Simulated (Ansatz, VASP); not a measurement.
**AlN in VASP and in Ansatz**

```xyz
2
Lattice="0.0000 1.9376 1.9376 1.9376 0.0000 1.9376 1.9376 1.9376 0.0000" Properties=species:S:1:pos:R:3 pbc="T T T"
Al    0.0000    0.0000    0.0000
N     1.9376    1.9376    1.9376
```

Change from the starting cell: volume scaled by 0.94.

Alike in both runs: task single point; functional LDA; k mesh 12 × 12 × 12; occupations fermi-dirac, width 0.01 eV; no spin polarisation.

```csv
,VASP,Ansatz
version,VASP 6.6.1,Ansatz 0.2.0
potentials or method,"VASP PAW LDA potentials, release 64 (Al, N), cutoff 520 eV","all-electron LAPW, scalar-relativistic"
```

|  | VASP | Ansatz | Ansatz less VASP |
| --- | --- | --- | --- |
| gap on the k mesh at the Fermi level (eV) | 4.93 | 4.96 | +0.026 |
| pressure (GPa) | 36.1 | 35.0 | -1.12 |

Ansatz ran all-electron here, so the differences hold the error of VASP's frozen core and of both bases.

Caveats: so large a pressure means that the cell lies far from this level's equilibrium, or that cutoff or potentials fall short (VASP). A k mesh can miss the band edges.
